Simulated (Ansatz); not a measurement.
**Relativity along a family in space group Im-3m**

All-electron LAPW with PBE in Ansatz 0.2.0. Each compound is solved scalar-relativistically and non-relativistic at one fixed cell (conventional cell and sites; prototypes and MP cells are computed structures that needn't be known phases). Gaps are the smallest over the k mesh and a high-symmetry path, and those under 0.4 eV may close elsewhere:

B: a = 2.31 Å, b = 2.31 Å, c = 2.31 Å; B 2a (0.000 0.000 0.000); 18×18×18 mesh, smearing 0.08 eV, bcc type, relaxed by us
Sc: a = 3.68 Å, b = 3.68 Å, c = 3.68 Å; Sc 2a (0.000 0.000 0.000); 13×13×13 mesh, smearing 0.05 eV, bcc type, relaxed by us
Sr: a = 4.85 Å, b = 4.85 Å, c = 4.85 Å; Sr 2a (0.000 0.000 0.000); 10×10×10 mesh, smearing 0.05 eV, COD 9008551, measured, may be off
Nb: a = 3.33 Å, b = 3.33 Å, c = 3.33 Å; Nb 2a (0.000 0.000 0.000); 15×15×15 mesh, smearing 0.03 eV, COD 4111969, reported, may be off
I: a = 4.15 Å, b = 4.15 Å, c = 4.15 Å; I 2a (0.000 0.000 0.000); 14×14×14 mesh, smearing 0.03 eV, bcc type, relaxed by us
Ba: a = 5.00 Å, b = 5.00 Å, c = 5.00 Å; Ba 2a (0.000 0.000 0.000); 10×10×10 mesh, smearing 0.05 eV, COD 9008528, measured

```
compound  largest Z  P scalar (GPa)  P non-relativistic less P scalar (GPa)  gap scalar (eV)  gap non-relativistic (eV)
       B          5            -0.1                                   +0.03             none                       none
      Sc         21             0.0                                       ?             none                       none
      Sr         38            -0.6                                   +0.02             none                       none
      Nb         41            -2.5                                       ?             none                       none
       I         53             0.0                                       ?             none                       none
      Ba         56             0.1                                   -0.15             none                       none
```

Question: Give the missing entry: row "Sc", column "P non-relativistic less P scalar (GPa)".

Answer: +0.07.

Question: Give the missing entry: row "I", column "P non-relativistic less P scalar (GPa)".

Answer: +0.58.

Question: Give the missing entry: row "Nb", column "P non-relativistic less P scalar (GPa)".

Answer: +0.71.
